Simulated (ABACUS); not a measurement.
Write the native input for ABACUS 3.10.1 that does the following.

| Property | Result |
| --- | --- |
| Task | band structure |
| Functional | OLYP |
| Potentials or basis | SG15 ONCV 1.2 PBE |
| Cutoff | 1252 eV |
| Density cutoff | 5007 eV |
| Basis | plane waves |
| Occupations | fermi-dirac, width 0.05 eV |
| Spin | no spin polarisation |
| Radial cutoff of the potentials (pseudo_rcut) | 10 bohr |
| Threshold of the eigensolver | 1e-07 Ry |
| Density | read from an earlier self-consistent run |
| Path | G-X-W-K-G-L-U-W-L-K, U-X |
| Points for each segment of the path | 10 |
| SCF threshold on the density | 1e-08 |
| Max SCF steps | 100 |
| Eigensolver | dav |
| Mixing | broyden |
| Mixing share | 0.7 |
| Symmetry key | -1 |

Cu:

```
CELL_PARAMETERS angstrom
2.55619 0.00000 0.00000
1.27810 2.21373 0.00000
1.27810 0.73791 2.08712
ATOMIC_POSITIONS crystal
Cu 0.00000 0.00000 0.00000
```

One way to write it, as run:

INPUT

```
INPUT_PARAMETERS
suffix              Cu
calculation         nscf
basis_type          pw
pseudo_dir          ./
symmetry            -1
dft_functional      GGA_X_OPTX+GGA_C_LYP
ecutwfc             92.0
pseudo_rcut         10
nspin               1
nbands              20
ks_solver           dav
smearing_method     fd
smearing_sigma      0.00367493
scf_thr             1e-08
scf_nmax            100
mixing_type         broyden
mixing_beta         0.7
init_chg            file
pw_diag_thr         1e-07
out_band            1
kpar                4
```

STRU

```
ATOMIC_SPECIES
Cu 63.5460 Cu_ONCV_PBE-1.2.upf

LATTICE_CONSTANT
1.8897261246

LATTICE_VECTORS
2.5561910100 0.0000000000 0.0000000000
1.2780955050 2.2137263516 0.0000000000
1.2780955050 0.7379087839 2.0871212199

ATOMIC_POSITIONS
Direct

Cu
0.0
1
0.0000000000 0.0000000000 0.0000000000 1 1 1
```

KPT

```
K_POINTS
12
Line
0.00000000 0.00000000 0.00000000 10 // G
0.50000000 0.00000000 0.50000000 10 // X
0.50000000 0.25000000 0.75000000 10 // W
0.37500000 0.37500000 0.75000000 10 // K
0.00000000 0.00000000 0.00000000 10 // G
0.50000000 0.50000000 0.50000000 10 // L
0.62500000 0.25000000 0.62500000 10 // U
0.50000000 0.25000000 0.75000000 10 // W
0.50000000 0.50000000 0.50000000 10 // L
0.37500000 0.37500000 0.75000000 1 // K
0.62500000 0.25000000 0.62500000 10 // U
0.50000000 0.00000000 0.50000000 1 // X
```

Potentials or basis: SG15 ONCV 1.2 PBE, plane waves.

Launch:

```bash
$ OMP_NUM_THREADS=1 mpirun -np 4 abacus > log
```

Wall time 4.2 s on 4 MPI ranks on AMD EPYC 9R14 (Zen 4), on a shared host, peak memory 0.36 GiB a rank.
